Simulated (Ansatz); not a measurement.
## Two-dimensional strain map in CoSn

Method: Ansatz, DFT PBEsol, scalar-relativistic, plane waves, PAW. Settings: plane waves to 420 eV, k-mesh 12×12×12 (Γ-centred), Gaussian smearing 0.15 eV. No spin polarisation. A magnetic state may lie lower. Energies are free energies at this smearing, counted from the undisturbed cell; pressure is positive in compression.

The starting cell (relaxed at this level; it needn't be the usual structure):

```yaml
crystal:
  lattice:
    - [5.21972, 0.00000, 0.00000]
    - [-2.60986, 4.52041, 0.00000]
    - [0.00000, 0.00000, 4.16847]
  atoms:
    - { symbol: Co, position: [0.00000, 0.50000, 0.00000] }
    - { symbol: Co, position: [0.50000, 0.50000, 0.00000] }
    - { symbol: Co, position: [0.50000, 0.00000, 0.00000] }
    - { symbol: Sn, position: [0.66667, 0.33333, 0.50000] }
    - { symbol: Sn, position: [0.33333, 0.66667, 0.50000] }
    - { symbol: Sn, position: [0.00000, 0.00000, 0.00000] }
```

The cell is strained by p along both x and y and by q along z, fractional coordinates fixed. Points are written (p, q).

Energy above the undisturbed cell in meV/atom (a dash: not computed):

```csv
p \ q,-0.080,-0.040,0.000,0.080
-0.080,590.6,411.2,313.8,285.4
0.000,116.6,–,0.0,74.1
0.080,184.2,–,183.1,318.9
```

Pressure in GPa:

```csv
p \ q,-0.080,-0.040,0.000,0.080
-0.080,66.1,50.2,38.0,21.8
0.000,16.1,–,0.0,-8.5
0.080,-5.5,–,-14.8,-19.1
```